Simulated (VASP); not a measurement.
# HfC (Fm-3m) in VASP: settings compared

The runs below take HfC through single point, relaxation of cell and atoms, with RPBE, TPSS+D3(BJ), revPBE, BLYP.

All numbers are computed with VASP 6.6.1; they aren't measurements. Logs are shortened: lines on timing, memory, paths and dates and some standing lists are left out, and cuts for length are marked.

### 1 Starting point

Symmetry: Fm-3m, No. 225, cubic system. The conventional cell has a = 4.650 Å, b = 4.650 Å, c = 4.650 Å, α = 90.00°, β = 90.00°, γ = 90.00°. Hf (site symmetry m-3m) has 6 C at 2.33 Å as nearest neighbours. C (site symmetry m-3m) is surrounded by 6 Hf at 2.33 Å.

### 2 Single point, RPBE

Input file run.py:

```python
from ase.calculators.vasp import Vasp
from ase.dft.bandgap import bandgap
from ase.io import read

atoms = read('HfC.xyz')
calc = Vasp(
    directory='calc',
    xc='rpbe',
    pp='PBE',
    setups='materialsproject',
    prec='Accurate',
    encut=520,
    ediff=1e-06,
    ismear=0,
    sigma=0.02,
    lreal=False,
    lasph=True,
    nelm=60,
    algo='Fast',
    isif=2,
    lwave=False,
    lcharg=False,
    kpts=[10, 10, 10],
    gamma=True,
    nbands=14,
)
atoms.calc = calc

print('energy (eV):', atoms.get_potential_energy())
print('free energy (eV):', atoms.get_potential_energy(force_consistent=True))
print('forces (eV/A):')
print(atoms.get_forces())
print('stress (eV/A^3, Voigt):', atoms.get_stress())
print('Fermi level (eV):', calc.get_fermi_level())
gap, top, bottom = bandgap(calc)
print('band gap (eV):', gap, 'from (spin, k, band)', top, 'to', bottom)
```

Input file HfC.xyz:

```xyz
2
Lattice="0.0000000000 2.3250000000 2.3250000000 2.3250000000 0.0000000000 2.3250000000 2.3250000000 2.3250000000 0.0000000000" Properties=species:S:1:pos:R:3 pbc="T T T"
Hf     2.3250000000      2.3250000000      2.3250000000
C      0.0000000000      0.0000000000      0.0000000000
```

Potentials or basis: VASP PAW PBE potentials, release 64 (Hf_pv, C).

Run with:

```console
> python run.py
```

What it wrote:

```text
energy (eV): -20.1291691
free energy (eV): -20.12926539
forces (eV/A):
[[-0.  0.  0.]
 [ 0. -0. -0.]]
stress (eV/A^3, Voigt): [-0.02188647 -0.02188647 -0.02188647 -0.         -0.         -0.        ]
Fermi level (eV): 6.08438835
band gap (eV): 0.0 from (spin, k, band) (None, None, None) to (None, None, None)
```

OUTCAR:

```text
ENCUT = 520.000000
   EDIFF = 1.00e-06
   GGA = RP
   PREC = Accurate
   ISIF = 2
   ISMEAR = 0
   NELM = 60
   LASPH = .TRUE.
   LREAL = .FALSE.

 ion  position               nearest neighbor table
   1  0.500  0.500  0.500-   2 2.33   2 2.33   2 2.33   2 2.33   2 2.33   2 2.33
   2  0.000  0.000  0.000-   1 2.33   1 2.33   1 2.33   1 2.33   1 2.33   1 2.33

  LATTYP: Found a face centered cubic cell.
 ALAT       =     4.6500000000

  Lattice vectors:

 A1 = (   0.0000000000,   2.3250000000,   2.3250000000)
 A2 = (   2.3250000000,   0.0000000000,   2.3250000000)
 A3 = (   2.3250000000,   2.3250000000,   0.0000000000)

Analysis of symmetry for initial positions (statically):
=====================================================================
 Subroutine PRICEL returns:
 Original cell was already a primitive cell.

 Routine SETGRP: Setting up the symmetry group for a
 face centered cubic supercell.

 Subroutine GETGRP returns: Found 48 space group operations
 (whereof 48 operations were pure point group operations)
 out of a pool of 48 trial point group operations.

The static configuration has the point symmetry O_h .

Analysis of symmetry for dynamics (positions and initial velocities):
=====================================================================
 Subroutine PRICEL returns:
 Original cell was already a primitive cell.

 Routine SETGRP: Setting up the symmetry group for a
 face centered cubic supercell.

 Subroutine GETGRP returns: Found 48 space group operations
 (whereof 48 operations were pure point group operations)
 out of a pool of 48 trial point group operations.

The dynamic configuration has the point symmetry O_h .

 Subroutine INISYM returns: Found 48 space group operations
 (whereof 48 operations are pure point group operations),
 and found     1 'primitive' translations

----------------------------------------------------------------------------------------

                                     Primitive cell

  volume of cell :      25.1362

  direct lattice vectors                    reciprocal lattice vectors
     0.000000000  2.325000000  2.325000000    -0.215053763  0.215053763  0.215053763
     2.325000000  0.000000000  2.325000000     0.215053763 -0.215053763  0.215053763
     2.325000000  2.325000000  0.000000000     0.215053763  0.215053763 -0.215053763

  length of vectors
     3.288046533  3.288046533  3.288046533     0.372484045  0.372484045  0.372484045

  position of ions in fractional coordinates (direct lattice)
     0.500000000  0.500000000  0.500000000
     0.000000000  0.000000000  0.000000000

  ion indices of the primitive-cell ions
   primitive index   ion index
                 1           1
                 2           2

----------------------------------------------------------------------------------------

 KPOINTS: KPOINTS created by Atomic Simulation Env

Automatic generation of k-mesh.
 Grid dimensions read from file:
 generate k-points for:   10   10   10

 Generating k-lattice:

  Cartesian coordinates                     Fractional coordinates (reciprocal lattice)
    -0.021505376  0.021505376  0.021505376     0.100000000  0.000000000  0.000000000
     0.021505376 -0.021505376  0.021505376     0.000000000  0.100000000  0.000000000
     0.021505376  0.021505376 -0.021505376     0.000000000  0.000000000  0.100000000

  Length of vectors
     0.037248404  0.037248404  0.037248404

  Shift w.r.t. Gamma in fractional coordinates (k-lattice)
     0.000000000  0.000000000  0.000000000

 Subroutine IBZKPT returns following result:
 ===========================================

 Found     47 irreducible k-points:

 Following reciprocal coordinates:
            Coordinates               Weight
  0.000000  0.000000  0.000000      1.000000
  0.100000  0.000000  0.000000      8.000000
  0.200000  0.000000  0.000000      8.000000
  0.300000  0.000000  0.000000      8.000000
  0.400000  0.000000  0.000000      8.000000
  0.500000  0.000000  0.000000      4.000000
[... 39 lines left out ...]
[... 39 lines left out ...]
 maximum number of plane-waves:       700
   NGX = 13   NGY = 13   NGZ = 13

 number of electron      14.0000000 magnetization

 Free energy of the ion-electron system (eV)
  ---------------------------------------------------
  ext. energy  EPLUGINS =         0.00000000
  ---------------------------------------------------
  free energy    TOTEN  =       -20.12926539 eV

  energy without entropy =      -20.12907281  energy(sigma->0) =      -20.12916910

 E-fermi :   6.0844     XC(G=0): -12.2210

 val. band max:        6.0786955646   @ k =   0.1000   0.0000   0.0000
 cond. band min:       6.2216421771   @ k =   0.1000   0.1000   0.0000
 fundamental gap:      0.1429466125
 Fermi energy:         6.0843883516

 k-point     1 :       0.0000    0.0000    0.0000
  band No.  band energies     occupation
      1     -23.5483      2.00000
      2     -23.5483      2.00000
      3     -23.5483      2.00000
      4      -6.2942      2.00000
      5       7.0587      0.00000
      6       7.0587      0.00000
      7       7.0587      0.00000
      8       7.4854      0.00000
      9       7.4854      0.00000
     10       7.4854      0.00000
     11       9.4667      0.00000
     12       9.4667      0.00000
     13      12.8788      0.00000
     14      17.0377      0.00000

 k-point     2 :       0.1000    0.0000    0.0000
  band No.  band energies     occupation
      1     -23.6165      2.00000
      2     -23.5548      2.00000
      3     -23.5548      2.00000
      4      -6.0460      2.00000
      5       5.6974      2.00000
      6       6.0787      1.31273
      7       6.0787      1.31271
      8       7.8898      0.00000
      9       7.8898      0.00000
     10       8.2383      0.00000
     11      10.5626      0.00000
     12      10.5626      0.00000
     13      13.4360      0.00000
     14      17.7325      0.00000
[... 615 lines left out ...]
      1     -24.0596      2.00000
      2     -23.8614      2.00000
      3     -23.6783      2.00000
      4      -3.3327      2.00000
      5       1.4408      2.00000
      6       3.3701      2.00000
      7       3.6412      2.00000
      8       9.8708      0.00000
      9      10.2944      0.00000
     10      12.0004      0.00000
     11      13.7564      0.00000
     12      16.0613      0.00000
     13      17.7669      0.00000
     14      19.5011      0.00000

 k-point    40 :      -0.2000    0.3000    0.1000
  band No.  band energies     occupation
      1     -24.0287      2.00000
      2     -23.8095      2.00000
      3     -23.6422      2.00000
      4      -3.5976      2.00000
      5       1.5200      2.00000
      6       3.6249      2.00000
      7       3.6335      2.00000
      8       8.9672      0.00000
      9      11.5620      0.00000
     10      11.5671      0.00000
     11      12.6106      0.00000
     12      15.7042      0.00000
     13      17.7665      0.00000
     14      19.5414      0.00000

 [... further k-points ...]

------------------------ aborting loop because EDIFF is reached ----------------------------------------

  FORCE on cell =-STRESS in cart. coord.  units (eV):
  Direction    XX          YY          ZZ          XY          YZ          ZX
  --------------------------------------------------------------------------------------
  -------------------------------------------------------------------------------------
  Total        0.5501414      0.5501414      0.5501414      0.0000000      0.0000000      0.0000000
  in kB       35.0659857     35.0659857     35.0659857      0.0000000      0.0000000      0.0000000
  external PRESSURE =      35.0659857 kB  Pullay stress =       0.0000000 kB

 VOLUME and BASIS-vectors are now :
 -----------------------------------------------------------------------------
  energy-cutoff  :      520.00
  volume of cell :       25.14
      direct lattice vectors                 reciprocal lattice vectors
     0.000000000  2.325000000  2.325000000    -0.215053763  0.215053763  0.215053763
     2.325000000  0.000000000  2.325000000     0.215053763 -0.215053763  0.215053763
     2.325000000  2.325000000  0.000000000     0.215053763  0.215053763 -0.215053763

 POSITION                                       TOTAL-FORCE (eV/Angst)
 -----------------------------------------------------------------------------------
      2.32500      2.32500      2.32500        -0.000000      0.000000      0.000000
      0.00000      0.00000      0.00000         0.000000     -0.000000     -0.000000
 -----------------------------------------------------------------------------------
    total drift:                                0.000000     -0.000000      0.000000

  FREE ENERGIE OF THE ION-ELECTRON SYSTEM (eV)
  ---------------------------------------------------
  free  energy   TOTEN  =       -20.1292653874 eV

  energy  without entropy=      -20.1290728102  energy(sigma->0) =      -20.12916910
```

INCAR:

```text
ENCUT = 520.000000
SIGMA = 0.020000
EDIFF = 1.00e-06
ALGO = Fast
GGA = RP
PREC = Accurate
ISIF = 2
ISMEAR = 0
NBANDS = 14
NELM = 60
LASPH = .TRUE.
LCHARG = .FALSE.
LWAVE = .FALSE.
LREAL = .FALSE.
```

It took 14 s on 1 thread of Intel Xeon Platinum 8559C (Emerald Rapids), shared host; peak memory 0.14 GiB.

Results:

| Item | Value |
| --- | --- |
| Free energy | -20.1293 eV |
| Pressure | 3.5 GPa |
| Band gap on the k mesh | none (metal or under the smearing width) |

Levels at points of the mesh, in eV from the Fermi level:
| k point | band 4 | band 5 | band 6 | band 7 | band 8 | band 9 | band 10 | band 11 |
| --- | --- | --- | --- | --- | --- | --- | --- | --- |
| (0.00, 0.00, 0.00) | -12.38 | 0.97 | 0.97 | 0.97 | 1.40 | 1.40 | 1.40 | 3.38 |
| (0.50, 0.00, 0.00) | -8.67 | -6.15 | -3.00 | -3.00 | 5.33 | 5.33 | 5.80 | 6.50 |
| (0.50, 0.50, 0.00) | -10.49 | -2.63 | -1.77 | -0.13 | -0.13 | 5.30 | 6.75 | 6.75 |

Caveat: the PAW data sets were made with another functional, which shifts forces and pressure a little. Spin-orbit coupling is left out, which matters for the levels of Hf.

### 3 Single point, TPSS+D3(BJ)

Edit run.py of step 2 so:

```diff
@@ -2,15 +2,22 @@
 from ase.dft.bandgap import bandgap
-from ase.io import read
+from ase.spacegroup import crystal
 
-atoms = read('HfC.xyz')
+atoms = crystal(
+    ['Hf', 'C'],
+    basis=[[0.5, 0.0, 0.0], [0.0, 0.0, 0.0]],
+    spacegroup=225,
+    setting=1,
+    cellpar=[4.65, 4.65, 4.65, 90.0, 90.0, 90.0],
+    primitive_cell=True,
+)
 calc = Vasp(
     directory='calc',
-    xc='rpbe',
+    xc='tpss',
     pp='PBE',
-    setups='materialsproject',
+    setups={'base': 'minimal', 'Hf': '_pv', 'C': '_s'},
     prec='Accurate',
-    encut=520,
+    encut=400,
     ediff=1e-06,
-    ismear=0,
-    sigma=0.02,
+    ismear=-5,
+    sigma=0.05,
     lreal=False,
@@ -18,3 +25,3 @@
     nelm=60,
-    algo='Fast',
+    algo='Normal',
     isif=2,
@@ -22,2 +29,4 @@
     lcharg=False,
+    lmixtau=True,
+    ivdw=12,
     kpts=[10, 10, 10],
```

Potentials or basis: VASP PAW PBE potentials, release 64 (Hf_pv, C_s).

Run with:

```console
> python run.py
```

Run time: 54 s. Hardware: 1 thread of Intel Xeon Platinum 8559C (Emerald Rapids), shared host; peak memory 0.15 GiB.

The run converged. Its results:

```
Free energy                : -25.4392 eV
Pressure                   : -8.8 GPa
Band gap on the k mesh     : none (metal or under the smearing width)
Dispersion energy per atom : -0.529 eV
```

Levels at points of the mesh, in eV from the Fermi level:
```tsv
k point	band 4	band 5	band 6	band 7	band 8	band 9	band 10	band 11
(0.00, 0.00, 0.00)	-12.61	0.99	0.99	0.99	1.37	1.37	1.37	3.52
(0.50, 0.00, 0.00)	-8.94	-6.22	-3.01	-3.01	5.32	5.32	5.80	6.46
(0.50, 0.50, 0.00)	-10.75	-2.69	-1.85	-0.14	-0.14	5.46	6.72	6.72
```

Caveat: the PAW data sets were made with another functional, which shifts forces and pressure a little; pairwise dispersion overbinds metals, which lowers pressure and volume.

### 4 Relaxation of cell and atoms, RPBE

Input file INCAR:

```
SYSTEM = HfC
  PREC = Accurate
  ENCUT = 600
  EDIFF = 1E-7
  ISMEAR = -1
  SIGMA = 0.05
  LREAL = .False.
  LASPH = .True.
  NELM = 80
  ALGO = Normal
  ISIF = 3
  LWAVE = .False.
  LCHARG = .False.
  GGA = RP
  IBRION = 2
  NSW = 60
  EDIFFG = -0.005
```

Input file KPOINTS:

```
regular mesh
0
Gamma
  10 10 10
  0 0 0
```

Input file POSCAR:

```
HfC
1.0
    0.0000000000      2.3250000000      2.3250000000
    2.3250000000      0.0000000000      2.3250000000
    2.3250000000      2.3250000000      0.0000000000
Hf C
1 1
Direct
    0.5000000000      0.5000000000      0.5000000000
    0.0000000000      0.0000000000      0.0000000000
```

Potentials or basis: VASP PAW PBE potentials, release 64 (Hf_pv, C).

Run with:

```console
> cat potpaw_PBE.64/Hf_pv/POTCAR potpaw_PBE.64/C/POTCAR > POTCAR
> mpirun -np 1 vasp_std > vasp.out
```

It took 32 s on 1 thread of Intel Xeon Platinum 8488C (Sapphire Rapids), shared host; peak memory 0.17 GiB.

It converged, with:

```yaml
Free_energy: -20.1365 eV
Relaxed_volume: 12.75 Å³/atom
Relaxed_cell: a = 3.304 Å, b = 3.304 Å, c = 3.304 Å, α = 60.00°, β = 60.00°, γ = 60.00°
Space_group_after_relaxing_to_0.05_Å: Fm-3m (No. 225)
Energy_gained_by_relaxing: 2.0 meV/atom
Ionic_steps: 3
Pressure_after_relaxing: 0.0 GPa
Band_gap_on_the_k_mesh: none (metal or under the smearing width)
```

Step by step:
```csv
step,energy change (eV),largest force (eV/Å),pressure (GPa),volume (Å³)
1,0.0000,0.0000,3.44,25.14
2,0.0066,0.0000,-5.28,26.13
3,-0.0039,0.0000,-0.01,25.51
```

Final structure:
```yaml
crystal:
  lattice:
    - [0.00000, 2.33639, 2.33639]
    - [2.33639, 0.00000, 2.33639]
    - [2.33639, 2.33639, 0.00000]
  atoms:
    - { symbol: Hf, position: [0.50000, 0.50000, 0.50000] }
    - { symbol: C, position: [0.00000, 0.00000, 0.00000] }
```

Levels at points of the mesh, in eV from the Fermi level:
```tsv
k point	band 4	band 5	band 6	band 7	band 8	band 9	band 10	band 11
(0.00, 0.00, 0.00)	-12.32	0.95	0.95	0.95	1.38	1.38	1.38	3.32
(0.50, 0.00, 0.00)	-8.70	-6.11	-2.97	-2.97	5.22	5.22	5.68	6.41
(0.50, 0.50, 0.00)	-10.44	-2.66	-1.74	-0.16	-0.16	5.19	6.61	6.61
```

Caveat: the PAW data sets were made with another functional, which shifts forces and pressure a little. RPBE and its kin give volumes clearly too large for solids.

### 5 Relaxation of cell and atoms, revPBE

Input file INCAR:

```
SYSTEM = HfC
PREC = Accurate ; ENCUT = 600
EDIFF = 1E-7 ; ISMEAR = -1
SIGMA = 0.05 ; LREAL = .False.
LASPH = .True. ; NELM = 60
ALGO = Normal ; ISIF = 3
LWAVE = .False. ; LCHARG = .False.
GGA = RE ; IBRION = 2
NSW = 60 ; EDIFFG = -0.005
```

KPOINTS is that of step 4.

POSCAR is that of step 4.

Run with:

```console
> cat potpaw_PBE.64/Hf_pv/POTCAR potpaw_PBE.64/C/POTCAR > POTCAR
> mpirun -np 1 vasp_std > vasp.out
```

Wall time 34 s (1 thread of Intel Xeon Platinum 8488C (Sapphire Rapids), shared host); peak memory 0.17 GiB.

The run converged. Its results:

* Free energy: -20.2958 eV
* Relaxed volume: 12.70 Å³/atom
* Relaxed cell: a = 3.299 Å, b = 3.299 Å, c = 3.299 Å, α = 60.00°, β = 60.00°, γ = 60.00°
* Space group after relaxing (to 0.05 Å): Fm-3m (No. 225)
* Energy gained by relaxing: 0.9 meV/atom
* Ionic steps: 3
* Pressure after relaxing: 0.0 GPa
* Band gap on the k mesh: none (metal or under the smearing width)

Step by step:
```csv
step,energy change (eV),largest force (eV/Å),pressure (GPa),volume (Å³)
1,0.0000,0.0000,2.38,25.14
2,0.0033,0.0000,-3.78,25.82
3,-0.0019,0.0000,-0.01,25.39
```

Final structure:
```yaml
crystal:
  lattice:
    - [0.00000, 2.33284, 2.33284]
    - [2.33284, 0.00000, 2.33284]
    - [2.33284, 2.33284, 0.00000]
  atoms:
    - { symbol: Hf, position: [0.50000, 0.50000, 0.50000] }
    - { symbol: C, position: [0.00000, 0.00000, 0.00000] }
```

Levels at points of the mesh, in eV from the Fermi level:
```
           k point  band 5  band 6  band 7  band 8  band 9  band 10
(0.00, 0.00, 0.00)    0.96    0.96    0.96    1.37    1.37     1.37
(0.50, 0.00, 0.00)   -6.13   -2.98   -2.98    5.24    5.24     5.71
(0.50, 0.50, 0.00)   -2.65   -1.76   -0.15   -0.15    5.22     6.64
```

Caveat: the PAW data sets were made with another functional, which shifts forces and pressure a little. revPBE gives volumes clearly too large for solids.

### 6 Relaxation of cell and atoms, BLYP

Input file INCAR:

```
SYSTEM = HfC
AGGAC = 1.0
AGGAX = 1.0
ALDAC = 0.0
ALDAX = 1.0
ALGO = Normal
EDIFF = 1E-7
EDIFFG = -0.01
ENCUT = 600
GGA = B5
IBRION = 2
ISIF = 3
ISMEAR = -1
LASPH = .TRUE.
LCHARG = .FALSE.
LREAL = .FALSE.
LWAVE = .FALSE.
NELM = 100
NSW = 60
PREC = Accurate
SIGMA = 0.05
```

Input file KPOINTS:

```
k-points
0
G
  10 10 10
  0 0 0
```

POSCAR is that of step 5.

Potentials or basis: VASP PAW PBE potentials, release 64 (Hf_pv, C).

Run with:

```console
> cat potpaw_PBE.64/Hf_pv/POTCAR potpaw_PBE.64/C/POTCAR > POTCAR
> mpirun -np 1 vasp_std > vasp.out
```

Run time: 60 s. Hardware: 1 thread of Intel Xeon Platinum 8488C (Sapphire Rapids), shared host; peak memory 0.16 GiB.

It converged, with:

| Property | Result |
| --- | --- |
| Free energy | -19.1398 eV |
| Relaxed volume | 12.98 Å³/atom |
| Relaxed cell | a = 3.323 Å, b = 3.323 Å, c = 3.323 Å, α = 60.00°, β = 60.00°, γ = 60.00° |
| Space group after relaxing (to 0.05 Å) | Fm-3m (No. 225) |
| Energy gained by relaxing | 9.3 meV/atom |
| Ionic steps | 3 |
| Pressure after relaxing | -0.1 GPa |
| Band gap on the k mesh | none (metal or under the smearing width) |

The path:
```
step  energy change (eV)  largest force (eV/Å)  pressure (GPa)  volume (Å³)
   1              0.0000                0.0000            7.54        25.14
   2              0.0299                0.0000          -10.57        27.35
   3             -0.0185                0.0000           -0.11        25.96
```

Final structure:
```
Hf C
1.0
     0.00000    2.35006    2.35006
     2.35006    0.00000    2.35006
     2.35006    2.35006    0.00000
Hf C
1 1
Direct
  0.50000 0.50000 0.50000
  0.00000 0.00000 0.00000
```

Levels at points of the mesh, in eV from the Fermi level:
```
           k point  band 3  band 4  band 5  band 6  band 7  band 8  band 9  band 10  band 11
(0.00, 0.00, 0.00)  -29.79  -12.07    0.90    0.90    0.90    1.31    1.31     1.31     3.18
(0.50, 0.00, 0.00)  -29.85   -8.59   -5.89   -2.94   -2.94    4.94    4.94     5.44     6.73
(0.50, 0.50, 0.00)  -29.99  -10.29   -2.50   -1.60   -0.15   -0.15    4.95     6.24     6.24
```

Caveat: the PAW data sets were made with another functional, which shifts forces and pressure a little.

### 7 Overview

```csv
task,level,potentials or basis,cell,cutoff (eV),smearing,gap on the mesh (eV),pressure (GPa),relaxed volume (Å³/atom)
single point,RPBE,"VASP PAW PBE potentials, release 64 (Hf_pv, C)",as given,520,gaussian 0.02 eV,none,3.5,-
single point,TPSS+D3(BJ),"VASP PAW PBE potentials, release 64 (Hf_pv, C_s)",as given,400,tetrahedron,none,-8.8,-
relaxation of cell and atoms,RPBE,"VASP PAW PBE potentials, release 64 (Hf_pv, C)",relaxed,600,fermi-dirac 0.05 eV,none,0.0,12.75
relaxation of cell and atoms,revPBE,"VASP PAW PBE potentials, release 64 (Hf_pv, C)",relaxed,600,fermi-dirac 0.05 eV,none,0.0,12.70
relaxation of cell and atoms,BLYP,"VASP PAW PBE potentials, release 64 (Hf_pv, C)",relaxed,600,fermi-dirac 0.05 eV,none,-0.1,12.98
```

Alike in all rows: no spin polarisation; k mesh 10 × 10 × 10.

Caveats: the PAW data sets were made with another functional, which shifts forces and pressure a little; pairwise dispersion overbinds metals, which lowers pressure and volume (some runs).

Absolute energies hang on the potentials; compare differences alone.
